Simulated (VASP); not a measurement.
SnGe15, 16 atoms in the cell. The structure is cubic, space group F-43m (No. 216). Conventional cell: a = 11.417 Å, b = 11.417 Å, c = 11.417 Å, α = 90.00°, β = 90.00°, γ = 90.00°. Around Sn (site symmetry -43m) lie 4 Ge at 2.47 Å. Ge (site symmetry 2mm) has 4 Ge at 2.47 Å as nearest neighbours. Ge (site symmetry -43m) has 4 Ge at 2.47 Å as nearest neighbours. Ge (site symmetry 3m) is surrounded by 1 Sn at 2.47 Å and 3 Ge at 2.47 Å. Ge (site symmetry 3m) has 4 Ge at 2.47 Å as nearest neighbours. The cell was built by a generator and needn't be a form met in nature.

* Program: VASP 6.6.1
* Task: relaxation of cell and atoms
* Functional: PBEsol
* Potentials or basis: VASP PAW PBE potentials, release 64 (Sn_d, Ge_d)
* Cutoff: 600 eV
* k mesh: 6 × 6 × 6
* Occupations: gaussian, width 0.03 eV
* Spin: no spin polarisation
* Further INCAR settings: ALGO = Normal; EDIFF = 1e-06; IBRION = 2; EDIFFG = -0.01; NSW = 90; ISIF = 3

Potentials or basis: VASP PAW PBE potentials, release 64 (Sn_d, Ge_d).

The run is started by

```sh
$ cat potpaw_PBE.64/Sn_d/POTCAR potpaw_PBE.64/Ge_d/POTCAR > POTCAR
$ mpirun -np 4 vasp_std > vasp.out
```

Hardware: 4 MPI ranks on Intel(R) Xeon(R) Platinum 8488C (Sapphire Rapids), with other jobs on the host.

Q: Estimate the wall time of this run.

A: It took 53 min on 4 MPI ranks on Intel(R) Xeon(R) Platinum 8488C (Sapphire Rapids), on a shared host, peak memory 1.1 GiB a rank. Counts: scf iterations 94, k points 16, ion steps 14.
